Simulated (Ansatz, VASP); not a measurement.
## CoO in VASP and in Ansatz

```
Co O
1.0
     0.00000    2.13150    2.13150
     2.13150    0.00000    2.13150
     2.13150    2.13150    0.00000
Co O
1 1
Direct
  0.00000 0.00000 0.00000
  0.50000 0.50000 0.50000
```

Alike in both runs: task single point; functional LDA; k mesh 10 × 10 × 10; occupations gaussian, width 0.05 eV; collinear spin; Hubbard terms Co d U = 3.3 eV.

```csv
,VASP,Ansatz
version,VASP 6.6.1,Ansatz 0.2.0
potentials or method,"VASP PAW LDA potentials, release 64 (Co, O)","scalar-relativistic, plane waves, PAW"
plane-wave cutoff (eV),520,420
valence electrons in the cell,15,23
```

|  | VASP | Ansatz | Ansatz less VASP |
| --- | --- | --- | --- |
| pressure (GPa) | -19.0 | -9.1 | +9.85 |
| largest component of the traceless stress (GPa) | 0.00 | 0.36 | +0.365 |
| net moment per atom (μB) | 1.50 | 1.50 | 0.000 |
| size of the moment on the site where the two differ most (μB) | 2.69 | 2.57 | -0.125 |

Site moments also hang on the region over which each program counts them. The programs project onto different local orbitals, so the same U acts differently. The two sets of potentials don't hold the same shells in valence.

Caveats: a cell with one magnetic atom can't hold antiferromagnetic order, which such compounds often take. The state reached can hang on the start; a lower one may exist.
